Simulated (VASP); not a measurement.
The system is WS2.

```
CELL_PARAMETERS angstrom
1.57900 0.91164 6.16333
-1.57900 0.91164 6.16333
0.00000 -1.82327 6.16333
ATOMIC_POSITIONS crystal
W 0.00000 0.00000 0.00000
S 0.58100 0.58100 0.58100
S 0.75030 0.75030 0.75030
```

Measurements of this composition are mostly on another form, of space group No. 194.

```yaml
Program: VASP 6.6.1
Task: relaxation of cell and atoms
Functional: LDA
Potentials_or_basis: VASP PAW LDA potentials, release 64 (W_sv, S)
Cutoff: 600 eV
k_mesh: 8 × 8 × 8
Occupations: gaussian, width 0.02 eV
Spin: no spin polarisation
```

At the start: pressure -3.2 GPa; volume 17.74 Å³/atom.

Q: How do energy, volume and symmetry change on relaxing?

A: Over 23 steps the energy falls by 5.9 meV/atom and the volume is 17.17 Å³/atom (-3.2 %); space group R3m (No. 160, to 0.05 Å).

The path:
```csv
step,energy change (eV),largest force (eV/Å),pressure (GPa),volume (Å³)
1,0.0000,0.5876,-3.22,53.23
2,0.0441,1.4140,7.67,50.53
3,-0.0148,0.2194,0.14,52.30
4,-0.0148,0.2225,0.20,52.28
5,-0.0153,0.2306,-0.49,52.27
6,-0.0161,0.0857,-0.19,52.28
7,-0.0164,0.0256,-0.07,52.15
8,-0.0164,0.0267,-0.10,52.15
9,-0.0166,0.0418,0.11,52.05
10,-0.0167,0.0760,0.41,51.89
11,-0.0167,0.0753,0.39,51.88
12,-0.0169,0.0737,0.36,51.85
13,-0.0171,0.0696,0.32,51.78
14,-0.0174,0.0610,0.22,51.66
15,-0.0175,0.0762,0.04,51.40
16,-0.0175,0.0632,0.10,51.50
17,-0.0176,0.0231,0.02,51.52
18,-0.0176,0.0043,-0.05,51.53
19,-0.0176,0.0058,-0.04,51.53
20,-0.0176,0.0019,-0.05,51.52
21,-0.0176,0.0184,0.06,51.49
22,-0.0176,0.0067,0.03,51.51
23,-0.0176,0.0040,0.03,51.51
```

Final structure:
```yaml
crystal:
  lattice:
    - [1.56649, 0.90441, 6.06014]
    - [-1.56649, 0.90441, 6.06014]
    - [0.00000, -1.80882, 6.06014]
  atoms:
    - { symbol: W, position: [0.99934, 0.99934, 0.99934] }
    - { symbol: S, position: [0.58011, 0.58011, 0.58011] }
    - { symbol: S, position: [0.75185, 0.75185, 0.75185] }
```
